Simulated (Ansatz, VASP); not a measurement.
## Al2O3: VASP beside Ansatz

The input INCAR:

```
SYSTEM = Al2O3
PREC     = Accurate       ! precision mode
ENCUT    = 520            ! plane-wave cutoff, eV
EDIFF    = 1E-7           ! SCF threshold, eV
ISMEAR   = -1             ! smearing method
SIGMA    = 0.05           ! smearing width, eV
LREAL    = .False.        ! projectors in reciprocal space
LASPH    = .True.         ! aspherical terms in the spheres
NELM     = 100            ! most SCF steps
ALGO     = Normal         ! electronic algorithm
ISIF     = 2              ! what is computed and relaxed
LWAVE    = .False.        ! write WAVECAR
LCHARG   = .False.        ! write CHGCAR
GGA      = B5             ! functional
ALDAX    = 1.0          
AGGAX    = 1.0          
AGGAC    = 1.0          
ALDAC    = 0.0          
NBANDS   = 35             ! bands
```

File KPOINTS:

```
regular mesh
0
Gamma
  5 3 7
  0 0 0
```

File POSCAR:

```
Al2O3
1.0
    4.6137770000      0.0000000000      0.0000000000
    0.0000000000      9.5632790000      0.0000000000
    0.0000000000      0.0000000000      3.1198620000
Al O
4 6
Direct
    0.9829750000      0.8245730000      0.0000000000
    0.0170250000      0.1754270000      0.0000000000
    0.4829750000      0.6754270000      0.5000000000
    0.5170250000      0.3245730000      0.5000000000
    0.5000000000      0.5000000000      0.5000000000
    0.1236350000      0.7530500000      0.5000000000
    0.3763650000      0.2530500000      0.0000000000
    0.6236350000      0.7469500000      0.0000000000
    0.0000000000      0.0000000000      0.0000000000
    0.8763650000      0.2469500000      0.5000000000
```

KPOINTS_OPT

```
path GXSYGZURTZ,YT,UX,SR
15
line-mode
reciprocal
 0.0000000000  0.0000000000  0.0000000000  G
 0.0000000000  0.0000000000  0.5000000000  X

 0.0000000000  0.0000000000  0.5000000000  X
 0.5000000000  0.0000000000  0.5000000000  S

 0.5000000000  0.0000000000  0.5000000000  S
 0.5000000000  0.0000000000  0.0000000000  Y

 0.5000000000  0.0000000000  0.0000000000  Y
 0.0000000000  0.0000000000  0.0000000000  G

 0.0000000000  0.0000000000  0.0000000000  G
 0.0000000000  0.5000000000  0.0000000000  Z

 0.0000000000  0.5000000000  0.0000000000  Z
 0.0000000000  0.5000000000  0.5000000000  U

 0.0000000000  0.5000000000  0.5000000000  U
 0.5000000000  0.5000000000  0.5000000000  R

 0.5000000000  0.5000000000  0.5000000000  R
 0.5000000000  0.5000000000  0.0000000000  T

 0.5000000000  0.5000000000  0.0000000000  T
 0.0000000000  0.5000000000  0.0000000000  Z

 0.5000000000  0.0000000000  0.0000000000  Y
 0.5000000000  0.5000000000  0.0000000000  T

 0.0000000000  0.5000000000  0.5000000000  U
 0.0000000000  0.0000000000  0.5000000000  X

 0.5000000000  0.0000000000  0.5000000000  S
 0.5000000000  0.5000000000  0.5000000000  R
```

Contents of input.yaml:

```yaml
crystal:
  lattice:
    - [4.613777, 0.0, 0.0]
    - [0.0, 9.563279, 0.0]
    - [0.0, 0.0, 3.119862]
  atoms:
    - { symbol: Al, position: [0.982975, 0.824573, 0.0] }
    - { symbol: Al, position: [0.017025, 0.175427, 0.0] }
    - { symbol: Al, position: [0.482975, 0.675427, 0.5] }
    - { symbol: Al, position: [0.517025, 0.324573, 0.5] }
    - { symbol: O, position: [0.5, 0.5, 0.5] }
    - { symbol: O, position: [0.123635, 0.75305, 0.5] }
    - { symbol: O, position: [0.376365, 0.25305, 0.0] }
    - { symbol: O, position: [0.623635, 0.74695, 0.0] }
    - { symbol: O, position: [0.0, 0.0, 0.0] }
    - { symbol: O, position: [0.876365, 0.24695, 0.5] }
hamiltonian:
  xc: blyp
  pseudopotentials: { kind: paw }
kpoints:
  mp_grid: { grid: [5, 3, 7] }
  band_path:
    path:
      - [[0.0, 0.0, 0.0], [0.0, 0.0, 0.5], [0.5, 0.0, 0.5], [0.5, 0.0, 0.0], [0.0, 0.0, 0.0], [0.0, 0.5, 0.0], [0.0, 0.5, 0.5], [0.5, 0.5, 0.5], [0.5, 0.5, 0.0], [0.0, 0.5, 0.0]]
      - [[0.5, 0.0, 0.0], [0.5, 0.5, 0.0]]
      - [[0.0, 0.5, 0.5], [0.0, 0.0, 0.5]]
      - [[0.5, 0.0, 0.5], [0.5, 0.5, 0.5]]
    npoints: 10
scf:
  occupations: { method: fermi_dirac, width: 0.05 }
  n_extra_bands: 25
output:
  forces: true
  stress: true
  eigenvalues: true
  fatbands: false
```

Measurements of this composition are mostly on another form, of space group No. 167.

Alike in both runs: task band structure; functional BLYP; k mesh 5 × 3 × 7; occupations fermi-dirac, width 0.05 eV; no spin polarisation.

|  | VASP | Ansatz |
| --- | --- | --- |
| version | VASP 6.6.1 | Ansatz 0.2.0 |
| potentials or method | VASP PAW PBE potentials, release 64 (Al, O) | Ansatz PAW |
| plane-wave cutoff (eV) | 520 | 420 |
| valence electrons in the cell | 48 | 48 |

|  | VASP | Ansatz | Ansatz less VASP |
| --- | --- | --- | --- |
| gap on the k mesh at the Fermi level (eV) | 3.62 | 3.64 | +0.019 |
| least direct gap on the mesh (eV) | 3.62 | 3.64 | +0.019 |
| gap along the band path (eV) | 3.62 | 3.64 | +0.019 |
| pressure (GPa) | 2.0 | 1.5 | -0.55 |
| largest component of the traceless stress (GPa) | 2.97 | 2.78 | -0.184 |
| rms of the force components (eV/Å) | 0.084 | 0.080 | -0.0039 |

Atom by atom the forces differ by 0.025 eV/Å (rms over components). With one functional, cell and mesh, what is left measures potentials, basis and numerics.

Caveats: the PAW data sets were made with another functional, which shifts forces and pressure a little (VASP); the pressure holds a Pulay correction of +0.7 GPa for the finite cutoff (Ansatz); the PAW data sets come from PBE, with cores solved anew for the run's functional, which leaves a small shift of forces and pressure (Ansatz). BLYP gaps usually lie below the measured ones, often by a third to a half.
